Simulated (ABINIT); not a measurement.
# KTaO3 (Pm-3m) in ABINIT: notebook, part 2 of 2

ABINIT 10.8.3 (patched build). Earlier steps stand in the parts before.

### 4 Single point, PBE

The input, run.abi:

```
pp_dirpath "./"
pseudos "73_Ta_13_2.2_2.6_pbe_n_v1.0.psp8, 19_K_9_2.2_2.7_pbe_n_v1.0.psp8, 08_O_6_1.2_1.4_pbe_n_v1.0.psp8"

acell 3*1.0 Angstrom
rprim
     3.9883000000     0.0000000000     0.0000000000
     0.0000000000     3.9883000000     0.0000000000
     0.0000000000     0.0000000000     3.9883000000
ntypat 3
znucl 73 19 8
natom 5
typat 1 2 3 3 3
xred
     0.0000000000     0.0000000000     0.0000000000
     0.5000000000     0.5000000000     0.5000000000
     0.0000000000     0.0000000000     0.5000000000
     0.0000000000     0.5000000000     0.0000000000
     0.5000000000     0.0000000000     0.0000000000

ecut 1088.455450 eV

kptopt 1
ngkpt 7 7 7
nshiftk 1
shiftk 0.0 0.0 0.0

ixc 11

nband 24
occopt 3
tsmear 0.00183747

nstep 100
tolvrs 1.0e-10

iomode 3
prtwf 0
prteig 0
prtebands 0
prtden 1
prtvha 1
prtvclmb 1
prtpot 1
prtelf 1
```

Potentials or basis: SPMS NC PBE v1.0.

Run with:

```console
$ abinit run.abi > log 2>&1
```

run.abo:

```text
.Version 10.8.3 of ABINIT
 Symmetries : space group Pm -3 m (#221); Bravais cP (primitive cubic)
================================================================================
 Values of the parameters that define the memory need of the present run
     intxc =       0    ionmov =       0      iscf =       7    lmnmax =       8
     lnmax =       8     mgfft =      45  mpssoang =       4    mqgrid =    3001
     natom =       5  nloc_mem =       1    nspden =       1   nspinor =       1
    nsppol =       1      nsym =      48    n1xccc =    2501    ntypat =       3
    occopt =       3   xclevel =       2
       mpw =        5192          nfft =       91125          nkpt =          20
================================================================================
================================================================================

--------------------------------------------------------------------------------
------------- Echo of variables that govern the present computation ------------
--------------------------------------------------------------------------------
 -outvars: echo values of preprocessed input variables --------
            acell      1.8897261259E+00  1.8897261259E+00  1.8897261259E+00 Bohr
              amu      1.80947900E+02  3.90983000E+01  1.59994000E+01
             ecut      4.00000000E+01 Hartree
              ixc          11
         kptrlatt        7    0    0      0    7    0      0    0    7
          kptrlen      5.27575630E+01
            natom           5
            nband          24
            ngfft          45      45      45
             nkpt          20
            nstep         100
             nsym          48
           ntypat           3
           occopt           3
        prtebands           0
           prteig           0
           prtelf           1
           prtpot           1
         prtvclmb           1
           prtvha           1
            prtwf           0
            rprim      3.9883000000E+00  0.0000000000E+00  0.0000000000E+00
                       0.0000000000E+00  3.9883000000E+00  0.0000000000E+00
                       0.0000000000E+00  0.0000000000E+00  3.9883000000E+00
          spgroup         221
           tolvrs      1.00000000E-10
           tsmear      1.83747000E-03 Hartree
            typat      1  2  3  3  3
           xangst      0.0000000000E+00  0.0000000000E+00  0.0000000000E+00
                       1.9941500000E+00  1.9941500000E+00  1.9941500000E+00
                       0.0000000000E+00  0.0000000000E+00  1.9941500000E+00
                       0.0000000000E+00  1.9941500000E+00  0.0000000000E+00
                       1.9941500000E+00  0.0000000000E+00  0.0000000000E+00
            xcart      0.0000000000E+00  0.0000000000E+00  0.0000000000E+00
                       3.7683973540E+00  3.7683973540E+00  3.7683973540E+00
                       0.0000000000E+00  0.0000000000E+00  3.7683973540E+00
                       0.0000000000E+00  3.7683973540E+00  0.0000000000E+00
                       3.7683973540E+00  0.0000000000E+00  0.0000000000E+00
             xred      0.0000000000E+00  0.0000000000E+00  0.0000000000E+00
                       5.0000000000E-01  5.0000000000E-01  5.0000000000E-01
                       0.0000000000E+00  0.0000000000E+00  5.0000000000E-01
                       0.0000000000E+00  5.0000000000E-01  0.0000000000E+00
                       5.0000000000E-01  0.0000000000E+00  0.0000000000E+00
            znucl       73.00000   19.00000    8.00000

================================================================================

 chkinp: Checking input parameters for consistency.

================================================================================
[... 137 lines left out ...]
       0.000000000000      0.000000000000      0.000000000000
       0.500000000000      0.500000000000      0.500000000000
       0.000000000000      0.000000000000      0.500000000000
       0.000000000000      0.500000000000      0.000000000000
       0.500000000000      0.000000000000      0.000000000000
 rms dE/dt=  0.0000E+00; max dE/dt=  0.0000E+00; dE/dt below (all hartree)
    1       0.000000000000      0.000000000000      0.000000000000
    2       0.000000000000      0.000000000000      0.000000000000
    3       0.000000000000      0.000000000000      0.000000000000
    4       0.000000000000      0.000000000000      0.000000000000
    5       0.000000000000      0.000000000000      0.000000000000

 cartesian coordinates (angstrom) at end:
    1      0.00000000000000     0.00000000000000     0.00000000000000
    2      1.99415000000000     1.99415000000000     1.99415000000000
    3      0.00000000000000     0.00000000000000     1.99415000000000
    4      0.00000000000000     1.99415000000000     0.00000000000000
    5      1.99415000000000     0.00000000000000     0.00000000000000

 cartesian forces (hartree/bohr) at end:
    1     -0.00000000000000    -0.00000000000000    -0.00000000000000
    2     -0.00000000000000    -0.00000000000000    -0.00000000000000
    3     -0.00000000000000    -0.00000000000000    -0.00000000000000
    4     -0.00000000000000    -0.00000000000000    -0.00000000000000
    5     -0.00000000000000    -0.00000000000000    -0.00000000000000
 frms,max,avg= 0.0000000E+00 0.0000000E+00   0.000E+00  0.000E+00  0.000E+00 h/b

 cartesian forces (eV/Angstrom) at end:
    1     -0.00000000000000    -0.00000000000000    -0.00000000000000
    2     -0.00000000000000    -0.00000000000000    -0.00000000000000
    3     -0.00000000000000    -0.00000000000000    -0.00000000000000
    4     -0.00000000000000    -0.00000000000000    -0.00000000000000
    5     -0.00000000000000    -0.00000000000000    -0.00000000000000
 frms,max,avg= 0.0000000E+00 0.0000000E+00   0.000E+00  0.000E+00  0.000E+00 e/A
 length scales=  1.889726125908  1.889726125908  1.889726125908 bohr
              =  1.000000000000  1.000000000000  1.000000000000 angstroms
 Fermi (or HOMO) energy (hartree) =   0.16994   Average Vxc (hartree)=  -0.40691
 Eigenvalues (hartree) for nkpt=  20  k points:
 kpt#   1, nband= 24, wtk=  0.00292, kpt=  0.0000  0.0000  0.0000 (reduced coord)
  -2.35279   -1.12240   -1.12240   -1.12240   -0.87511   -0.51372   -0.48810   -0.48810
  -0.27087   -0.27087   -0.27087    0.03973    0.03973    0.03973    0.08959    0.08959
   0.08959    0.10482    0.10482    0.10482    0.21059    0.21059    0.21059    0.37336
      occupation numbers for kpt#   1
   2.00000    2.00000    2.00000    2.00000    2.00000    2.00000    2.00000    2.00000
   2.00000    2.00000    2.00000    2.00000    2.00000    2.00000    2.00000    2.00000
   2.00000    2.00000    2.00000    2.00000    0.00000    0.00000    0.00000    0.00000
 prteigrs : prtvol=0 or 1, do not print more k-points.

--- !EnergyTerms
iteration_state     : {dtset: 1, }
comment             : Components of total free energy in Hartree
kinetic             :  6.00590011798374E+01
hartree             :  2.88777479682952E+01
xc                  : -3.37016609064307E+01
Ewald energy        : -1.03682236344862E+02
psp_core            :  7.71219079939977E+00
local_psp           : -8.95227858816002E+01
non_local_psp       : -1.49875424030570E+01
internal            : -1.45245285588418E+02
'-kT*entropy'       : -9.64641979415926E-13
total_energy        : -1.45245285588419E+02
total_energy_eV     : -3.95232556655429E+03
band_energy         : -1.70412275528770E+01
...

 Cartesian components of stress tensor (hartree/bohr^3)
  sigma(1 1)= -1.51294470E-04  sigma(3 2)=  0.00000000E+00
  sigma(2 2)= -1.51294470E-04  sigma(3 1)=  0.00000000E+00
  sigma(3 3)= -1.51294470E-04  sigma(2 1)=  0.00000000E+00

-Cartesian components of stress tensor (GPa)         [Pressure=  4.4512E+00 GPa]
- sigma(1 1)= -4.45123697E+00  sigma(3 2)=  0.00000000E+00
- sigma(2 2)= -4.45123697E+00  sigma(3 1)=  0.00000000E+00
- sigma(3 3)= -4.45123697E+00  sigma(2 1)=  0.00000000E+00

== END DATASET(S) ==============================================================
================================================================================

 -outvars: echo values of variables after computation  --------
            acell      1.8897261259E+00  1.8897261259E+00  1.8897261259E+00 Bohr
           etotal     -1.4524528559E+02
            fcart     -0.0000000000E+00 -0.0000000000E+00 -0.0000000000E+00
                      -0.0000000000E+00 -0.0000000000E+00 -0.0000000000E+00
                      -0.0000000000E+00 -0.0000000000E+00 -0.0000000000E+00
                      -0.0000000000E+00 -0.0000000000E+00 -0.0000000000E+00
                      -0.0000000000E+00 -0.0000000000E+00 -0.0000000000E+00
            rprim      3.9883000000E+00  0.0000000000E+00  0.0000000000E+00
                       0.0000000000E+00  3.9883000000E+00  0.0000000000E+00
                       0.0000000000E+00  0.0000000000E+00  3.9883000000E+00
           strten     -1.5129446956E-04 -1.5129446956E-04 -1.5129446956E-04
                       0.0000000000E+00  0.0000000000E+00  0.0000000000E+00
           xangst      0.0000000000E+00  0.0000000000E+00  0.0000000000E+00
                       1.9941500000E+00  1.9941500000E+00  1.9941500000E+00
                       0.0000000000E+00  0.0000000000E+00  1.9941500000E+00
                       0.0000000000E+00  1.9941500000E+00  0.0000000000E+00
                       1.9941500000E+00  0.0000000000E+00  0.0000000000E+00
             xred      0.0000000000E+00  0.0000000000E+00  0.0000000000E+00
                       5.0000000000E-01  5.0000000000E-01  5.0000000000E-01
                       0.0000000000E+00  0.0000000000E+00  5.0000000000E-01
                       0.0000000000E+00  5.0000000000E-01  0.0000000000E+00
                       5.0000000000E-01  0.0000000000E+00  0.0000000000E+00
 Calculation completed.
```

Run time: 1.9 min. Hardware: 1 thread of Arm Neoverse V2, shared host; peak memory 0.11 GiB.

Results:

* Free energy: -3952.3256 eV
* Pressure: 4.5 GPa
* Band gap on the k mesh: 2.30 eV, indirect (least direct gap 2.88 eV)
* Valence electrons inside the program's atomic spheres: Ta 9.06; K 6.95; O 6.33

Caveat: spin-orbit coupling is left out, which moves the levels of the heavy elements; an odd mesh through Γ misses points on the zone boundary, where band edges often lie. As with any semilocal functional, this PBE gap is likely too small.

### 5 Single point, PBE

run.abi, as its differences from that of step 4:

```diff
@@ -1,3 +1,3 @@
 pp_dirpath "./"
-pseudos "73_Ta_13_2.2_2.6_pbe_n_v1.0.psp8, 19_K_9_2.2_2.7_pbe_n_v1.0.psp8, 08_O_6_1.2_1.4_pbe_n_v1.0.psp8"
+pseudos "Ta.GGA_PBE-JTH.xml, K.GGA_PBE-JTH.xml, O.GGA_PBE-JTH.xml"
 
@@ -19,3 +19,5 @@
 
-ecut 1088.455450 eV
+ecut 625.861884 eV
+pawecutdg 45.0
+pawxcdev 0
 
@@ -33,3 +35,3 @@
 nstep 100
-tolvrs 1.0e-10
+tolvrs 1.0e-9
 
@@ -43,2 +45 @@
 prtpot 1
-prtelf 1
```

Potentials or basis: JTH PAW PBE v2.0.

Run with:

```console
$ abinit run.abi > log 2>&1
```

Run time: 66 s. Hardware: 1 thread of Arm Neoverse V2, shared host; peak memory 0.16 GiB.

It converged, with:

| Item | Value |
| --- | --- |
| Free energy | -3706.0457 eV |
| Pressure | 5.5 GPa |
| Band gap on the k mesh | 2.24 eV, indirect (least direct gap 2.80 eV) |

Levels at points of the mesh, in eV from the valence-band top:
```csv
k point,band 16,band 17,band 18,band 19,band 20,band 21,band 22,band 23,band 24
"(0.00, 0.00, 0.00)",-1.00,-1.00,-0.56,-0.56,-0.56,2.24,2.24,2.24,6.70
```

Caveat: spin-orbit coupling is left out, which moves the levels of the heavy elements; an odd mesh through Γ misses points on the zone boundary, where band edges often lie; the atomic spheres overlap. PBE gaps usually lie below the measured ones, often by a third to a half.

### 6 The runs side by side

| potentials or basis | cutoff (eV) | fine-grid cutoff | gap on the mesh (eV) | pressure (GPa) |
| --- | --- | --- | --- | --- |
| SG15 NC PBE v1.2 | 1143 | - | 2.26 | 4.6 |
| Ansatz NC PBE | 1252 | - | 2.29 | 5.5 |
| SPMS NC PBE v1.0 | 1088 | - | 2.30 | 4.5 |
| JTH PAW PBE v2.0 | 626 | 1224.51 eV | 2.24 | 5.5 |

Alike in all rows: task single point; level PBE; no spin polarisation; cell as given; k mesh 7 × 7 × 7; smearing fermi-dirac 0.05 eV.

Caveats: spin-orbit coupling is left out, which moves the levels of the heavy elements; an odd mesh through Γ misses points on the zone boundary, where band edges often lie; the atomic spheres overlap (some runs).

Total energies depend on the potentials used, so only differences within one code and one set of settings carry meaning.
